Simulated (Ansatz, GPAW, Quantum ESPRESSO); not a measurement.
One calculation of NaI, 4 ways

```
I Na
1.0
     0.00000    3.23640    3.23640
     3.23640    0.00000    3.23640
     3.23640    3.23640    0.00000
I Na
1 1
Cartesian
  3.2364 3.2364 3.2364
  0.0000 0.0000 0.0000
```

Alike in all runs: task equation of state; functional PBEsol; k mesh 7 × 7 × 7; occupations fermi-dirac, width 0.05 eV; no spin polarisation; no spin-orbit coupling.

```tsv
program and potentials	plane-wave cutoff (eV)	notes	equilibrium volume (Å³/atom)	bulk modulus (GPa)
Ansatz, Ansatz PAW	420	potentials made for PBE, which Ansatz adapts in part	32.82	17.0
GPAW, PAW data sets generated for this functional	800	-	32.86	17.1
Quantum ESPRESSO, PseudoDojo 0.4.1 SR PBEsol standard	1197	-	32.81	17.2
Ansatz, all-electron LAPW, scalar-relativistic	-	-	?	?
```

Q: Estimate from the other rows what the run with Ansatz, all-electron LAPW, scalar-relativistic gave.

A: Equilibrium volume 32.83 Å³/atom; bulk modulus 17.1 GPa. The other rows, which needn't bracket it: equilibrium volume 32.81 to 32.86; bulk modulus 17.0 to 17.2.
